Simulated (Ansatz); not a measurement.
Born–Oppenheimer molecular dynamics of a periodic cell of 16 atoms, Si (start crystal Si, start structure diamond, volume 1 times the crystal's). It starts from a structure without forces on its atoms.

The calculation used DFT PBEsol, scalar-relativistic, plane waves, PAW (Ansatz 0.2.0). Settings: accuracy low, cutoff 420 eV, k mesh 2x2x2, fermi-dirac smearing 0.17 eV, no spin polarisation.

```
ensemble        : NVT, Langevin thermostat
time step       : 2 fs
steps asked     : 90
set temperature : 2000 K
friction        : 0.02 /fs
seed            : 496492
```

First frame:

```xyz
16
Lattice="0.0000 5.4300 5.4300 5.4300 0.0000 5.4300 5.4300 5.4300 0.0000" Properties=species:S:1:pos:R:3
Si 0.000 0.000 0.000
Si 1.357 1.357 1.357
Si 2.715 2.715 0.000
Si 4.072 4.072 1.357
Si 2.715 0.000 2.715
Si 4.072 1.357 4.072
Si 5.430 2.715 2.715
Si 6.787 4.072 4.072
Si 0.000 2.715 2.715
Si 1.357 4.072 4.072
Si 2.715 5.430 2.715
Si 4.072 6.787 4.072
Si 2.715 2.715 5.430
Si 4.072 4.072 6.787
Si 5.430 5.430 5.430
Si 6.787 6.787 6.787
```

Task: What does the run give?

Result: The run went to its last step.

```
steps done                                               : 90
time covered                                             : 180 fs
mean temperature over the second half                    : 1870 K
spread of the potential energy over the second half      : 61.6 meV per atom
mean potential energy of the second half above the start : 276.0 meV per atom
```

A run of 0.18 ps of so small a system gives no equilibrium averages. Limits of this set-up: coarse k mesh, low accuracy level.

Task: What happens to the structure?

Result: Mean squared displacements from the first frame to the last, about the centre of mass: Si 0.29 Å². This is one draw of velocities; another would differ in detail.

Task: How do temperature and energy run in time?

Result: 
```tsv
time (fs)	T (K)	potential energy less start (eV)
0.0	1875	0.000
8.0	1400	0.868
16.0	1048	1.991
24.0	1156	2.955
32.0	987	3.368
40.0	1473	3.067
48.0	1368	2.756
56.0	1312	2.368
64.0	1146	2.763
72.0	1745	3.083
80.0	1546	3.157
88.0	1741	3.800
96.0	1589	4.409
104.0	2052	3.515
112.0	2087	2.731
120.0	2336	2.832
128.0	2250	4.022
136.0	1484	5.286
144.0	1788	5.263
152.0	2099	4.680
160.0	1650	4.710
168.0	1657	5.227
176.0	1739	5.878
```

Run time: 16 min on 1 thread of Arm Neoverse N1, on a shared host, peak memory 0.6 GiB.
